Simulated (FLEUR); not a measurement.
**SnSe under changes of volume**

One of the cells (27.271 Å³/atom); the others are scaled copies at fixed shape and fractional positions:

```
CELL_PARAMETERS angstrom
0.00000 3.01000 3.01000
3.01000 0.00000 3.01000
3.01000 3.01000 0.00000
ATOMIC_POSITIONS crystal
Sn 0.00000 0.00000 0.00000
Se 0.50000 0.50000 0.50000
```

Measurements of this composition are mostly on another form, of space group No. 62.

- Program: FLEUR MaX-R8.1 (later development tree)
- Functional: PBE
- Potentials or basis: all-electron
- Basis: FLAPW
- Kmax: 4.1 1/bohr
- k mesh: 8 × 8 × 8
- Occupations: fermi-dirac, width 0.05 eV
- Spin: no spin polarisation

| volume (Å³/atom) | energy over the lowest point (meV/atom) | gap on the mesh (eV) |
| --- | --- | --- |
| 25.635 | ? | ? |
| 26.180 | 15.54 | 0.73 |
| 26.725 | 6.51 | 0.67 |
| 27.271 | 1.48 | 0.58 |
| 27.816 | 0.00 | 0.50 |
| 28.362 | 1.78 | 0.42 |
| 28.907 | 6.52 | 0.34 |

Question: What does the run at 25.635 Å³/atom give?

Answer: Energy over the lowest point 29.02 meV/atom; gap on the mesh 0.76 eV.

Worked out: A Birch-Murnaghan fit of order 3 (a polynomial in V^(-2/3)) to the other rows has its minimum at 27.78 Å³/atom with B0 = V·E''(V) = 49 GPa and B' = 4.0. It gives 28.92 meV/atom at 25.635 Å³/atom, against the run's 29.02. A parabola through the other rows of the gap, of slope -3.32 eV per unit of ln V there, extrapolates to 0.81 eV, against the run's 0.76.

Energies are extrapolated to zero smearing.

Caveats: spin-orbit coupling is left out, which moves the levels of the heavy elements.

A mesh can miss the band edges.
